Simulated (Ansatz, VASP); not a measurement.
## Cross-check of AlN between VASP and Ansatz

Aim: how closely do two programs agree when they are given the same cell, functional and k mesh? The structure shown is the end of the Ansatz relaxation below.

Main program and level: Ansatz 0.2.0; plane waves, with VASP 6.6.1 beside it; single point at PBEsol.

### 1. Set-up

Symmetry: F-43m, No. 216, cubic system. Conventional cell: a = 4.377 Å, b = 4.377 Å, c = 4.377 Å, α = 90.00°, β = 90.00°, γ = 90.00°. Nearest to Al lie 4 N at 1.90 Å. N has 4 Al at 1.90 Å nearest. Farther neighbours and most contacts between anions are not listed.

### 2. Ansatz: relaxation, PBEsol

Ansatz runs on its PAW soft_1 files.

This run makes the geometry at which the two programs are then compared.

Input file input.yaml:

```yaml
crystal:
  lattice:
    - [3.095198, 0.0, 0.0]
    - [0.0, 3.095198, 0.0]
    - [0.0, 0.0, 4.377271]
  atoms:
    - { symbol: Al, position: [0.0, 0.0, 0.0] }
    - { symbol: Al, position: [0.5, 0.5, 0.5] }
    - { symbol: "N", position: [0.5, 1.0, 0.75] }
    - { symbol: "N", position: [0.0, 0.5, 0.25] }
kpoints:
  mp_grid: { grid: [9, 9, 6] }
scf:
  occupations: { method: fermi_dirac, width: 0.02 }
hamiltonian:
  xc: pbesol
  pseudopotentials: { kind: paw, azcp: { folder: soft_1 }, xc_functional: pbe }
basis:
  ecutwfc: 600
output:
  forces: true
  stress: true
  write_density: true
  write_potential: true
  elf: true
  volumetric_format: npy
relax:
  f_tol: 0.005
  max_steps: 70
  cell: { stress_tol: 0.02, p_target: 0, fix: [c, alpha, beta, gamma] }
```

Run with:

```
$ ansatz run input.yaml --threads 4 --pin off --max-ram 10240MiB --backend cpu --events-out ev --progress --plain --runs-dir out
```

Numbers of over 12 decimals in the logs are rounded to 6 here.

Log:

```text
Engine: ansatz 0.2.0, aarch64-unknown-linux-gnu
Pseudopotentials: kind: paw
Pseudopotential: Al, paw, valence charge 3, recommended cutoff 420 eV (normal), soft_1/Al.paw.azcp
Pseudopotential: N, paw, valence charge 5, recommended cutoff 420 eV (normal), soft_1/N.paw.azcp
Functional definition: PBEsol
  exchange = pbesol_x
  correlation = pbesol_c
Crystal: 4 atoms, lattice volume = 41.935 Å³
Basis set: ecut = 600 eV, 1417 PW (Γ), exchange–correlation on 50×50×72 points (8 copies of the dense FFT grid, shifted against one another)
Bands: 12, of which v1, the nominal top of the filled ones, is band 8 counted from 1 (7 counted from 0)
Symmetry: 16 space group operations
Space group: F-43m (ITA 216), of the structure as read, at distance tolerance 3.5e-5 Å
k-points: 60 of 486 (time reversal used)
Non-local potential: Al, projectors of the file, l = 0: 2, l = 1: 2, l = 2: 1
Non-local potential: N, projectors of the file, l = 0: 2, l = 1: 2, l = 2: 1
PAW form: soft (Blöchl's): semilocal exchange-correlation on the pseudo side does not see the compensation charge
PAW frozen core: Al, regenerated for the run's functional, and the local potential with it (the file was generated under x = pbe(κ = 0.804, μ = 0.219515), c = pbe(β = 0.066725))
PAW frozen core: N, regenerated for the run's functional, and the local potential with it (the file was generated under x = pbe(κ = 0.804, μ = 0.219515), c = pbe(β = 0.066725))
PAW one-centre angular grid: Al, 110 points (default); XC on 64 Gauss nodes
PAW one-centre angular grid: N, 110 points (default); XC on 64 Gauss nodes
Initial density: superposition of atomic densities (chi_scale 0.1, normalization cell, long waves kept (reshape's long-wave potential 0.00 eV rms))
Initial wavefunctions: pseudopotential atomic-orbital guess
Functional: x = pbesol(κ = 0.804, μ = 0.123457), c = pbesol(β = 0.046)
SCF iter   1: F=—  HF=-1814.530269 eV  |F-HF|=—  |Δ(HF+E_count)|=         —  Δρ=1.30e-1  dr2=8.72e0  ethr=3.10e-3  ⟨swp⟩=5.7  Hψ=4491  notcnv=0
preconditioner: auto → none  [insulator: Δε(μ)=5.343 eV  Ē_g=14.213 eV  σ=0.020 eV  W_gap=1.00  n_scr=6 (ndim 8)  ℏωp=22.9 eV  f_vac=0.000  D(μ)=0.00/eV (n_scr^D=0)  ε∞_Penn≈3.6]
SCF iter   2: F=—  HF=-1811.945994 eV  |F-HF|=—  |Δ(HF+E_count)|=    2.58e0  Δρ=3.47e-2  dr2=3.22e-1  ethr=3.10e-3  ⟨swp⟩=2.9  Hψ=2097  notcnv=0
SCF iter   3: F=—  HF=-1811.853026 eV  |F-HF|=—  |Δ(HF+E_count)|=   9.30e-2  Δρ=1.34e-2  dr2=4.21e-2  ethr=2.01e-3  ⟨swp⟩=1.0  Hψ=808  notcnv=0
SCF iter   4: F=—  HF=-1811.841914 eV  |F-HF|=—  |Δ(HF+E_count)|=   1.11e-2  Δρ=4.35e-4  dr2=4.33e-5  ethr=2.63e-4  ⟨swp⟩=2.0  Hψ=962  notcnv=0
SCF iter   5: F=—  HF=-1811.841911 eV  |F-HF|=—  |Δ(HF+E_count)|=   3.23e-6  Δρ=4.10e-5  dr2=2.33e-7  ethr=2.71e-7  ⟨swp⟩=2.0  Hψ=1173  notcnv=0
SCF iter   6: F=-1811.841911 eV  HF=-1811.841911 eV  |F-HF|=1.27e-10  |Δ(HF+E_count)|=   9.54e-8  Δρ=4.87e-6  dr2=3.67e-9  ethr=6.25e-10  ⟨swp⟩=7.0  Hψ=3560  notcnv=0
SCF 1 converged in 6 iterations: F = -1811.841911 eV  dr2 = 3.67e-9
  greatest PAW one-centre occupation: 0.787 electrons in one spin orbital (limit 2), on the N atom at site 3 (counted from 0), in its partial waves of l = 0
relax step   1: F+E_penalty+E_count = -1811.84191126 eV  Δ(F+E_penalty+E_count) = +0.000e0 eV  max|allowed force component| = 1.847e-16 eV/Å  Δτ_max = 0.0000 Å  P = +0.003 GPa  Ω = 41.935 Å³  fix = [c, alpha, beta, gamma]  reactions: c +0.002 GPa  (6 SCF iters, dr2 threshold 1.00e-7 eV, accepted)
Initial density: handed on by an earlier stage of this run
Initial wavefunctions: pseudopotential atomic-orbital guess (no wavefunctions were taken with the density)
iter 1 solved again at ethr=1.76e-8 eV; its pass at ethr=3.10e-3 eV (dr2=2.82e-6 eV) is discarded
SCF iter   1: F=—  HF=-1811.841925 eV  |F-HF|=—  |Δ(HF+E_count)|=         —  Δρ=4.81e-6  dr2=3.79e-9  ethr=1.76e-8  ⟨swp⟩=3.0  Hψ=7000  notcnv=0
preconditioner: auto → none  [insulator: Δε(μ)=3.191 eV  Ē_g=13.057 eV  σ=0.020 eV  W_gap=1.00  n_scr=6 (ndim 8)  ℏωp=22.9 eV  f_vac=0.000  D(μ)=0.00/eV (n_scr^D=0)  ε∞_Penn≈4.1]
SCF iter   2: F=—  HF=-1811.841911 eV  |F-HF|=—  |Δ(HF+E_count)|=   1.35e-5  Δρ=2.42e-6  dr2=7.41e-10  ethr=2.37e-11  ⟨swp⟩=2.0  Hψ=1168  notcnv=0
SCF iter   3: F=—  HF=-1811.841911 eV  |F-HF|=—  |Δ(HF+E_count)|=  3.10e-10  Δρ=5.13e-7  dr2=5.85e-11  ethr=4.63e-12  ⟨swp⟩=1.0  Hψ=720  notcnv=0
iter 4 did not close the SCF: its close was put off for the readings that it lacked (scf_convergence_deferred on its scf_iter line)
SCF iter   4: F=-1811.841911 eV  HF=-1811.841911 eV  |F-HF|=6.82e-13  |Δ(HF+E_count)|=  3.87e-12  Δρ=7.86e-8  dr2=8.05e-13  ethr=1.00e-12  ⟨swp⟩=1.3  Hψ=830  notcnv=0
iter 5 did not close the SCF: its close was put off for the readings that it lacked (scf_convergence_deferred on its scf_iter line)
SCF iter   5: F=-1811.841911 eV  HF=-1811.841911 eV  |F-HF|=0.00e0  |Δ(HF+E_count)|=  4.55e-13  Δρ=2.40e-8  dr2=7.50e-14  ethr=1.00e-12  ⟨swp⟩=1.0  Hψ=720  notcnv=0
iter 6 did not close the SCF: its close was put off for the readings that it lacked (scf_convergence_deferred on its scf_iter line)
SCF iter   6: F=-1811.841911 eV  HF=-1811.841911 eV  |F-HF|=4.55e-13  |Δ(HF+E_count)|=    0.00e0  Δρ=2.12e-9  dr2=5.33e-16  ethr=1.00e-12  ⟨swp⟩=1.0  Hψ=720  notcnv=0
iter 7 did not close the SCF: its close was put off for the readings that it lacked (scf_convergence_deferred on its scf_iter line)
SCF iter   7: F=-1811.841911 eV  HF=-1811.841911 eV  |F-HF|=2.27e-13  |Δ(HF+E_count)|=  2.27e-13  Δρ=2.70e-10  dr2=5.94e-18  ethr=1.00e-12  ⟨swp⟩=1.0  Hψ=720  notcnv=0
SCF iter   8: F=-1811.841911 eV  HF=-1811.841911 eV  |F-HF|=6.82e-13  |Δ(HF+E_count)|=  2.27e-13  Δρ=7.69e-11  dr2=5.03e-19  ethr=1.00e-12  ⟨swp⟩=1.0  Hψ=1680  notcnv=0
SCF 2 converged in 8 iterations: F = -1811.841911 eV  dr2 = 5.03e-19
relax step   2: F+E_penalty+E_count = -1811.84191126 eV  Δ(F+E_penalty+E_count) = -5.930e-10 eV  max|allowed force component| = 1.787e-16 eV/Å  Δτ_max = 0.0000 Å  P = +0.003 GPa  Ω = 41.935 Å³  fix = [c, alpha, beta, gamma]  reactions: c +0.002 GPa  stress off target by 3.20e-3 GPa on what of the cell is left free  SCF on the basis re-selected at this cell (its energy is not comparable with the rows above)  (8 SCF iters)
basis re-selected at this cell: Δ(F+E_penalty+E_count) = -5.930e-10 eV, ΔP = +0.000 GPa vs the last step (what re-selecting the basis moved, of the pressure what is left beyond the Pulay correction that the steps carried, after the strain that the cell walked since its last selection, with what the two solves' SCF thresholds leave and, on support functions, any second-order correction that the steps lacked; it is no  [...]
SCF converged after 8 iterations
Free energy (F): -1811.841911 eV
Harris-Foulkes:  -1811.841911 eV  (|F-HF|=6.82e-13)
Internal energy: -1811.841911 eV  (E = F + TS)
E sigma→0 (E₀):  -1811.841911 eV
Fermi energy:    8.416936 eV
--- Per-component energies (eV) ---
  E_band       = 28.115045
  E_kinetic    = 311.478820
  E_local      = -417.341967  (includes V_loc(G=0)·N_el)
  E_nonlocal   = 89.878919
  E_hartree    = 152.555855
  E_xc         = -195.808516
  E_vxc        = -212.769658  (∫ρ·V_xc dr)
  E_paw        = -1160.750571  (= ΣΔE_a)
  E_vpaw       = -48.242813  (= ΣTr[D̂ρ^β])
  E_aug_tail   = 0.000035  (compensation charges beyond the density's cutoff)
  E_ewald      = -591.948961
  E_core_change = 0.094476  (= ΣΔE_core)
  E_smearing   = -0.000000  (= −TS)
  E_closure    = -0.000000  (closes the sum)
  Σ components = -1811.841911   (vs F -1811.841911, Δ=0.00e0)
--- Forces (eV/Å), atoms counted from 1 ---
  atom   1  Al    -0.00000000     0.00000000     0.00000000
  atom   2  Al    -0.00000000     0.00000000     0.00000000
  atom   3  N      0.00000000    -0.00000000    -0.00000000
  atom   4  N      0.00000000    -0.00000000    -0.00000000
  max |Σ_I F_I| component: 2.57e-16 eV/Å
--- Stress (GPa, compression-positive) ---
        0.003202       0.000000       0.000000
        0.000000       0.003202       0.000000
        0.000000       0.000000       0.001909
  P = ⅓ Tr σ = 0.0028 GPa (0.028 kbar)
--- Band table (eV; the first three rows and the last of 60) ---
  k-point 0: bands = [... 4 lower, 5.0197, 6.7992, 6.7992, 6.7992, 9.9905, 10.8606, 15.2422, 19.2034]
  k-point 1: bands = [... 4 lower, 5.1187, 6.2065, 6.6530, 6.6530, 10.3985, 11.5043, 15.4355, 18.7570]
  k-point 2: bands = [... 4 lower, 5.4006, 5.4006, 6.2789, 6.2789, 11.4859, 12.5737, 16.0052, 17.8069]
  k-point 59: bands = [... 4 lower, 3.2889, 3.2889, 4.4911, 4.4911, 12.8185, 12.8185, 17.5963, 17.5963]
--- Relaxed structure (1 steps of the walk, 1 accepted, 1 SCFs on fresh bases) ---
  F+E_penalty+E_count = -1811.84191126 eV   max|allowed force component| = 1.787e-16 eV/Å   (the final SCF, on the basis selected at the relaxed cell)
  cell:  # Å, volume = 41.9354 Å³
    - [3.095198, 0.0, 0.0]
    - [0.0, 3.095198, 0.0]
    - [0.0, 0.0, 4.377271]
  atoms:
    - { symbol: Al, position: [0.0, 0.0, 0.0] }
    - { symbol: Al, position: [0.500000, 0.500000, 0.5] }
    - { symbol: N, position: [0.500000, 1.000000, 0.75] }
    - { symbol: N, position: [0.0, 0.500000, 0.25] }
```

### 3. VASP: single point, PBEsol, pair 1

The same cell, functional, mesh and smearing now go to VASP, with its own data sets.

Lines of VASP's logs that name or quote its potential files are left out, and so is its time.

Input file INCAR:

```
SYSTEM = AlN
PREC = Accurate
ENCUT = 600
EDIFF = 1E-06
NELM = 120
ISMEAR = -1
SIGMA = 0.02
LREAL = .FALSE.
ALGO = Normal
GGA = PS
NBANDS = 14
LORBIT = 11
LWAVE = .FALSE.
LCHARG = .FALSE.
ISIF = 2
LASPH = .TRUE.
GGA_COMPAT = .FALSE.
EFERMI = MIDGAP
```

Input file POSCAR:

```
AlN
1.0
    3.0951980000      0.0000000000      0.0000000000
    0.0000000000      3.0951980000      0.0000000000
    0.0000000000      0.0000000000      4.3772710000
Al N
2 2
Direct
    0.0000000000      0.0000000000      0.0000000000
    0.5000000000      0.5000000000      0.5000000000
    0.5000000000      0.0000000000      0.7500000000
    0.0000000000      0.5000000000      0.2500000000
```

Input file KPOINTS:

```
Automatic mesh
0
Gamma
9 9 6
0 0 0
```

Potentials, in the order of the species: Al and N (PBE family, release 64).

Run with:

```
$ mpirun -np 1 vasp_std
```

Log:

```text
[banner, memory and clock lines left out]
running    1 mpi-ranks, on    1 nodes
 distrk:  each k-point on    1 cores,    1 groups
 distr:  one band on    1 cores,    1 groups

 POSCAR found type information on POSCAR AlN
 POSCAR found :  2 types and       4 ions
|                                                                             |
|               ----> ADVICE to this user running VASP <----                  |
|                                                                             |
|     You enforced a specific xc type in the INCAR file but a different       |
|     [... a line on the potential file left out ...]
|     I HOPE YOU KNOW WHAT YOU ARE DOING!                                     |
|                                                                             |

 LDA part: xc-table for (Slater+PW92), standard interpolation
 POSCAR, INCAR and KPOINTS ok, starting setup
 FFT: planning ... GRIDC
 FFT: planning ... GRID_SOFT
 FFT: planning ... GRID
 WAVECAR not read
 entering main loop
       N       E                     dE             d eps       ncg     rms          rms(c)
DAV:   1     0.496695875359E+02    0.49670E+02   -0.78352E+03  1704   0.112E+03
DAV:   2    -0.315581942553E+02   -0.81228E+02   -0.73826E+02  2386   0.226E+02
DAV:   3    -0.356357408887E+02   -0.40775E+01   -0.40552E+01  2316   0.523E+01
DAV:   4    -0.356662237581E+02   -0.30483E-01   -0.30475E-01  1872   0.507E+00
DAV:   5    -0.356666146430E+02   -0.39088E-03   -0.39088E-03  2304   0.570E-01    0.117E+01
DAV:   6    -0.312721332634E+02    0.43945E+01   -0.11784E+01  2070   0.268E+01    0.418E+00
DAV:   7    -0.312645762627E+02    0.75570E-02   -0.67944E-01  1854   0.635E+00    0.284E+00
DAV:   8    -0.312306689131E+02    0.33907E-01   -0.79353E-02  1986   0.275E+00    0.545E-01
DAV:   9    -0.312257901160E+02    0.48788E-02   -0.14878E-02  2232   0.957E-01    0.251E-01
DAV:  10    -0.312261390350E+02   -0.34892E-03   -0.18375E-03  1938   0.304E-01    0.159E-01
DAV:  11    -0.312260278496E+02    0.11119E-03   -0.25472E-04  2166   0.124E-01    0.331E-02
DAV:  12    -0.312260271303E+02    0.71932E-06   -0.84980E-06  2070   0.279E-02
   1 F= -.31226027E+02 E0= -.31226027E+02  d E =0.000000E+00
```

From OUTCAR (step 3):

```text
ion  position               nearest neighbor table
   1  0.000  0.000  0.000-   3 1.90   4 1.90   4 1.90   3 1.90   2 3.10   2 3.10   2 3.10   2 3.10
                             2 3.10   2 3.10   2 3.10   2 3.10
   2  0.500  0.500  0.500-   3 1.90   4 1.90   3 1.90   4 1.90   1 3.10   1 3.10   1 3.10   1 3.10
                             1 3.10   1 3.10   1 3.10   1 3.10
   3  0.500  0.000  0.750-   1 1.90   2 1.90   2 1.90   1 1.90
   4  0.000  0.500  0.250-   1 1.90   2 1.90   1 1.90   2 1.90

  LATTYP: Found a simple tetragonal cell.
 ALAT       =     3.0951980000
 C/A-ratio  =     1.4142135657

 Subroutine GETGRP returns: Found  8 space group operations
 (whereof  8 operations were pure point group operations)

The static configuration has the point symmetry D_2d.

 Found     60 irreducible k-points:

   k-points           NKPTS =     60   k-points in BZ     NKDIM =     60   number of bands    NBANDS=     14

   dimension x,y,z NGX =    28 NGY =   28 NGZ =   36
   dimension x,y,z NGXF=    56 NGYF=   56 NGZF=   72

   ENCUT  =  600.0 eV  44.10 Ry    6.64 a.u.   6.18  6.18  8.74*2*pi/ulx,y,z

   NELECT =      16.0000    total number of electrons

 k-points in reciprocal lattice and weights: Automatic mesh
   0.00000000  0.00000000  0.00000000       0.002
   0.11111111  0.00000000  0.00000000       0.008
   0.22222222  0.00000000  0.00000000       0.008
   0.33333333  0.00000000  0.00000000       0.008
   0.44444444  0.00000000  0.00000000       0.008
   0.11111111  0.11111111  0.00000000       0.008
   0.22222222  0.11111111  0.00000000       0.016
   0.33333333  0.11111111  0.00000000       0.016
   0.44444444  0.11111111  0.00000000       0.016
[...]
0.44444444  0.33333333  0.50000000       0.016
   0.44444444  0.44444444  0.50000000       0.008

 average (electrostatic) potential at core
       1 -71.4090       2 -71.4090       3 -60.0645       4 -60.0645

 E-fermi :   7.4103

 k-point     1 :       0.0000    0.0000    0.0000
  band No.  band energies     occupation
    ...
      4       4.0360      2.00000
      5       4.0360      2.00000
      6       5.8186      2.00000
      7       5.8186      2.00000
      8       5.8187      2.00000
      9       9.0020      0.00000
     10       9.8952      0.00000
     11      14.2622      0.00000
     12      18.2245      0.00000
     13      18.2245      0.00000
    ...

 k-point     2 :       0.1111    0.0000    0.0000
  band No.  band energies     occupation
    ...
      4       3.4605      2.00000
      5       4.1206      2.00000
      6       5.1717      2.00000
      7       5.6823      2.00000
      8       5.8174      2.00000
      9       9.5235      0.00000
     10      10.4669      0.00000
     11      14.6983      0.00000
     12      17.8956      0.00000
     13      18.3414      0.00000
    ...

 k-point     3 :       0.2222    0.0000    0.0000
  band No.  band energies     occupation
    ...
      4       2.3925      2.00000
      5       3.9002      2.00000
      6       4.3608      2.00000
      7       5.2707      2.00000
      8       5.7913      2.00000
      9      10.5666      0.00000
     10      11.5599      0.00000
     11      15.6028      0.00000
     12      17.2940      0.00000
     13      18.0034      0.00000
    ...

  Total       -0.0388102     -0.0388102     -0.0388533      0.0000000      0.0000000      0.0000000
  in kB       -1.4827800     -1.4827800     -1.4844236      0.0000000      0.0000000      0.0000000
  external PRESSURE =      -1.4833278 kB  Pullay stress =       0.0000000 kB

  energy-cutoff  :      600.00
  volume of cell :       41.94
      direct lattice vectors                 reciprocal lattice vectors
     3.095198000  0.000000000  0.000000000     0.323081108  0.000000000  0.000000000
     0.000000000  3.095198000  0.000000000     0.000000000  0.323081108  0.000000000
     0.000000000  0.000000000  4.377271000     0.000000000  0.000000000  0.228452842

 POSITION                                       TOTAL-FORCE (eV/Angst)
 -----------------------------------------------------------------------------------
      0.00000      0.00000      0.00000        -0.000000      0.000000      0.000000
      1.54760      1.54760      2.18864        -0.000000      0.000000      0.000000
      1.54760      0.00000      3.28295         0.000000     -0.000000     -0.000000
      0.00000      1.54760      1.09432        -0.000000     -0.000000     -0.000000
 -----------------------------------------------------------------------------------
    total drift:                               -0.000000     -0.000000     -0.000000

  FREE ENERGIE OF THE ION-ELECTRON SYSTEM (eV)
  ---------------------------------------------------
  free  energy   TOTEN  =       -31.2260271303 eV

  energy  without entropy=      -31.2260271303  energy(sigma->0) =      -31.22602713

 total charge
# of ion       s       p       d       tot
------------------------------------------
    1        0.370   0.445   0.000   0.815
    2        0.370   0.445   0.000   0.815
    3        1.215   2.612   0.000   3.827
    4        1.215   2.612   0.000   3.827
--------------------------------------------------
tot          3.169   6.114   0.000   9.283

[... 3 further parts left out ...]
```

The run ends at a pressure of -0.15 GPa.

### 4. Comparison

Known differences besides the potentials themselves: Ansatz makes its cores anew for this functional, VASP keeps those of its PBE data sets; Ansatz's pressure holds a Pulay correction, VASP's none. Total energies have different zeros and are not compared.

The two programs side by side:

| quantity | Ansatz | VASP | difference |
| --- | --- | --- | --- |
| pressure (GPa) | 0.00 | -0.15 | +0.15 |
| gap on the k mesh (eV) | 3.191 | 3.183 | +0.008 |

A gap on the mesh is an upper bound, since the band edges may lie between its points.

### 5. Ansatz: relaxation, PBEsol

This run makes the geometry at which the two programs are then compared. The cell compared in this pair holds 41.70 Å³, against 41.94 Å³ for the pair before.

The structure compared here is the end of the Ansatz relaxation.

input.yaml, as its differences from that of step 2:

```diff
@@ -2,5 +2,5 @@
   lattice:
-    - [3.095198, 0.0, 0.0]
-    - [0.0, 3.095198, 0.0]
-    - [0.0, 0.0, 4.377271]
+    - [3.11067399, 0.0, 0.0]
+    - [0.0, 3.11067399, 0.0]
+    - [0.0, 0.0, 4.28972558]
   atoms:
```

Run with:

```
$ ansatz run input.yaml --threads 4 --pin off --max-ram 10240MiB --backend cpu --events-out ev --progress --plain --runs-dir out
```

Log:

```text
[...]
Crystal: 4 atoms, lattice volume = 41.509 Å³
Basis set: ecut = 600 eV, 1369 PW (Γ), exchange–correlation on 50×50×72 points (8 copies of the dense FFT grid, shifted against one another)
Bands: 12, of which v1, the nominal top of the filled ones, is band 8 counted from 1 (7 counted from 0)
Symmetry: 16 space group operations
[...]
k-points: 60 of 486 (time reversal used)
[...]
--- Relaxed structure (3 steps of the walk, 3 accepted, 1 SCFs on fresh bases) ---
[...]
cell:  # Å, volume = 41.7018 Å³
    - [3.117904, 0, 0]
    - [0, 3.117904, 0]
    - [0, 0, 4.28972558]
  atoms:
    - { symbol: Al, position: [0, 0, 0] }
    - { symbol: Al, position: [0.5, 0.5, 0.500000] }
    - { symbol: N, position: [0.5, 1.0, 0.75] }
    - { symbol: N, position: [0, 0.5, 0.250000] }
[key lines of the parts left out:]
SCF converged after 8 iterations
Free energy (F): -1811.833181 eV
Fermi energy:    8.457079 eV
P = ⅓ Tr σ = 1.0734 GPa (10.734 kbar)
```

(Continued in part 2 of 2.)

[Lines on the potential files, build, host, timing and source positions are cut from VASP's logs without a mark.]

[Logs are printed without paths, hosts, clocks, repeated set-up lines and the standing remarks that a program may print on its own settings, such as how far it seeks lower states.]

[Hosts, paths, dates, database ids (printed as entryN), source tags and the programs' standing remarks are cut or masked in the printed files.]
